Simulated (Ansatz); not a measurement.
## Y (Fm-3m)

Level of theory: DFT PBEsol, scalar-relativistic, plane waves, PAW in Ansatz 0.2.0.

Settings: cutoff 420 eV, Γ-centred mesh 14×14×14 on the computed 1-atom cell, Gaussian smearing of 0.10 eV; no spin polarisation.

The structure is relaxed at this level of theory with its symmetry kept. This fcc form isn't the element's structure at ambient conditions.

```
CELL_PARAMETERS angstrom
0.00000 2.48847 2.48847
2.48847 0.00000 2.48847
2.48847 2.48847 0.00000
ATOMIC_POSITIONS crystal
Y 0.00000 0.00000 0.00000
```

| Item | Value |
| --- | --- |
| Space group | Fm-3m (No. 225) |
| Volume per atom | 30.82 Å³ |
| Formation energy from the elements' standard states (uncorrected) | +0.020 eV/atom |
| Kohn–Sham band gap | none (metal) |
| Density of states at the Fermi level | 1.43 states/eV per cell |
| Löwdin character within 0.5 eV of the Fermi level | Y 4d 89 %, unprojected 6 % |
| Bulk modulus | 42 GPa |
| Its pressure derivative | 3.2 |
| Bader charges (e) | Y (1 in the cell) 0.02 |